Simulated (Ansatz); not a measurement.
The system is Mo.

```
CELL_PARAMETERS angstrom
-1.58381 1.58381 1.58381
1.58381 -1.58381 1.58381
1.58381 1.58381 -1.58381
ATOMIC_POSITIONS crystal
Mo 0.00000 0.00000 0.00000
```

- Program: Ansatz 0.2.0
- Task: relaxation of cell and atoms
- Functional: PBEsol
- Potentials or basis: all-electron LAPW, scalar-relativistic
- Basis error allowed: 0.001 eV/atom
- k mesh: 12 × 12 × 12
- Occupations: fermi-dirac, width 0.05 eV
- Spin: no spin polarisation

At the start: volume 15.89 Å³/atom.

Q: How do energy, volume and symmetry change on relaxing?

A: Over 4 steps the energy falls by 17.7 meV/atom and the volume is 15.32 Å³/atom (-3.6 %); space group Im-3m (No. 229, to 0.05 Å).

Step by step:
| step | energy change (eV) | largest force (eV/Å) | volume (Å³) |
| --- | --- | --- | --- |
| 1 | 0.0000 | 0.0000 | 15.89 |
| 2 | -0.0174 | 0.0000 | 15.39 |
| 3 | -0.0177 | 0.0000 | 15.32 |
| 4 | -0.0177 | 0.0000 | 15.32 |

Final structure:
```yaml
crystal:
  lattice:
    - [-1.56454, 1.56454, 1.56454]
    - [1.56454, -1.56454, 1.56454]
    - [1.56454, 1.56454, -1.56454]
  atoms:
    - { symbol: Mo, position: [0.00000, 0.00000, 0.00000] }
```
